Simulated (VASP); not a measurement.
Set up this calculation in VASP 6.6.1, as the native input.

```
Task                   : single point
Functional             : PBEsol
Potentials or basis    : VASP PAW PBE potentials, release 64 (Ge_d)
Cutoff                 : 520 eV
k mesh                 : 8 × 8 × 4
Occupations            : fermi-dirac, width 0.05 eV
Spin                   : no spin polarisation
Ladder                 : free
Further INCAR settings : ALGO = Normal; EDIFF = 1e-07; NBANDS = 36
```

The structure of Ge lies in POSCAR:

```
Ge
1.0
    3.9975858431      0.0000000000      0.0000000000
   -1.9987929216      3.4620108940      0.0000000000
    0.0000000000      0.0000000000      6.5993779500
Ge
4
Direct
    0.3333333333      0.6666666667      0.9370987500
    0.6666666667      0.3333333333      0.4370987500
    0.3333333333      0.6666666667      0.5629012500
    0.6666666667      0.3333333333      0.0629012500
```

This isn't the form of Ge at room conditions, which is diamond.

One way to write it, as run:

INCAR

```
SYSTEM = Ge
ALGO     = Normal         ! electronic algorithm
EDIFF    = 1E-7           ! SCF threshold, eV
ENCUT    = 520            ! plane-wave cutoff, eV
GGA      = PS             ! functional
ISIF     = 2              ! what is computed and relaxed
ISMEAR   = -1             ! smearing method
LASPH    = .TRUE.         ! aspherical terms in the spheres
LCHARG   = .FALSE.        ! write CHGCAR
LREAL    = .FALSE.        ! projectors in reciprocal space
LWAVE    = .FALSE.        ! write WAVECAR
NBANDS   = 36             ! bands
NELM     = 60             ! most SCF steps
PREC     = Accurate       ! precision mode
SIGMA    = 0.05           ! smearing width, eV
```

KPOINTS

```
k-points
0
G
  8 8 4
  0 0 0
```

Potentials or basis: VASP PAW PBE potentials, release 64 (Ge_d).

The run is started by

```bash
$ cat potpaw_PBE.64/Ge_d/POTCAR > POTCAR
$ mpirun -np 1 vasp_std > vasp.out
```

Results of the run:

The pressure is -0.1 GPa, the largest force is 0.005 eV/Å and the band gap on the k mesh is 0.10 eV, indirect (least direct gap 0.16 eV).

Caveat: the PAW data sets were made with another functional, which shifts forces and pressure a little.

Wall time 40 s on 1 thread of Intel(R) Xeon(R) 6975P-C (Granite Rapids), on a shared host, peak memory 0.23 GiB.
